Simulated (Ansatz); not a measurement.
# ZnCu: how the settings move a single-point run

How sensitive is a single-point run of ZnCu to its settings? A reference run comes first, then one run with altered input.

Method: reference: DFT, PBE, all-electron LAPW, scalar-relativistic, in Ansatz 0.2.0.

1 further run of the same task is left out (it didn't finish). Runs told in other sessions of the task aren't counted.

### Step 1. Starting point

Symmetry: R3m, No. 160, trigonal system. Conventional cell: a = 4.165 Å, b = 4.165 Å, c = 5.101 Å, α = 90.00°, β = 90.00°, γ = 120.00°. Zn (site symmetry 3m) is surrounded by 8 Cu at 2.40 to 2.70 Å. Cu (site symmetry 3m) has 8 Zn at 2.40 to 2.70 Å in its first shell of neighbours.

Coordinates:

```
Zn Cu
1.0
     2.94500    0.00000    0.00000
     0.00000    2.94500    0.00000
     0.00000    0.00000    2.94500
Zn Cu
1 1
Direct
  0.48500 0.48500 0.48500
  0.01500 0.01500 0.01500
```

### Step 2. Baseline

Contents of input.yaml:

```yaml
crystal:
  lattice:
    - [2.945, 0.0, 0.0]
    - [0.0, 2.945, 0.0]
    - [0.0, 0.0, 2.945]
  atoms:
    - { symbol: Zn, position: [0.485, 0.485, 0.485] }
    - { symbol: Cu, position: [0.015, 0.015, 0.015] }
kpoints:
  mp_grid: { grid: [10, 10, 10] }
scf:
  occupations: { method: fermi_dirac, width: 0.05 }
hamiltonian:
  xc: pbe
  pseudopotentials: { kind: all_electron, lapw: { basis_error: 0.001 } }
output:
  forces: true
  stress: true
  eigenvalues: true
  populations: true
```

Command:

```console
$ ansatz run input.yaml --threads 1 --pin off --max-ram 2048MiB --backend cpu --events-out ev --progress --plain --runs-dir out
```

### Step 3. Variant: occupations.method tetrahedron_uncorrected, width left out

input.yaml, as its differences from that of step 2:

```diff
@@ -11,3 +11,3 @@
 scf:
-  occupations: { method: fermi_dirac, width: 0.05 }
+  occupations: { method: tetrahedron_uncorrected }
 hamiltonian:
```

**Question.** What will these runs give? Wanted: for each run, ending; energy change; pressure; gap; force.

**Answer**, as computed:

```
                                                          run     ending         energy change  pressure (GPa)  gap (eV)  force (eV/Å)  cycles  time
                                                    reference  converged                     0             3.7      0.00          0.78      10  58 s
1: occupations.method tetrahedron_uncorrected, width left out  converged  +64.0 meV/atom (σ→0)             4.0      0.00          0.76      10  55 s
```

Residual by cycle in the longest SCF loop of each run; runs are numbered as in the table. The quantity is the density residual dr2, in eV.

```
cycle  reference    run 1
    1       0.64    0.676
    2      0.563    0.591
    3     0.0933      0.1
    4     0.0253   0.0291
    5    0.00145  0.00149
    6    0.00101  0.00117
    7     3.1e-6   4.1e-6
    8     1.2e-6   2.0e-6
    9     4.6e-8   8.3e-8
   10    1.3e-10  2.1e-10
```

What this shows: Changing the smearing moves the energy by +64.0 meV/atom (σ→0 values), and the pressure goes from 3.7 to 4.0 GPa.
